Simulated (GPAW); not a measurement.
CuO:

```
Cu O
1.0
     3.17953    0.00000    0.00000
    -1.58977    2.75356    0.00000
     0.00000    0.00000    4.43149
Cu O
2 2
Direct
  0.00000 0.00000 0.00000
  0.00000 0.00000 0.50000
  0.33333 0.66667 0.25000
  0.66667 0.33333 0.75000
```

Measurements of this composition are mostly on another form, of space group No. 15.

Base run:

- Program: GPAW 26.7.0
- Functional: PBEsol
- Potentials or basis: PAW data sets generated in the run's folder for this functional
- Cutoff: 800 eV
- Basis: pw
- k mesh: 8 × 8 × 5
- Occupations: fermi-dirac, width 0.05 eV
- Spin: no spin polarisation

Its results: band gap on the k mesh none (metal or under the smearing width); pressure -0.9 GPa.

After a change of settings the same cell gave: band gap on the k mesh none (metal or under the smearing width); pressure 13.8 GPa. Which change was it?
A. functional from PBEsol to AM05
B. functional from PBEsol to LDA; potentials or basis from PAW data sets generated in the run's folder for this functional to the program's PAW data sets (release 1.2.1) made for this functional
C. functional from PBEsol to BLYP

C.

BLYP binds less tightly than PBEsol, so the same cell stands under more pressure.

Caveats: with this Cu data set, volumes or pressures lay over 1.5 % or 2 GPa off other programs in two to four cells of ten; the run has no spin polarisation, though such a crystal can be magnetic; semilocal functionals often make such compounds metallic where correlation or magnetic order opens a gap, which also shifts bond lengths.

Runs at the PBE level aren't shown here.
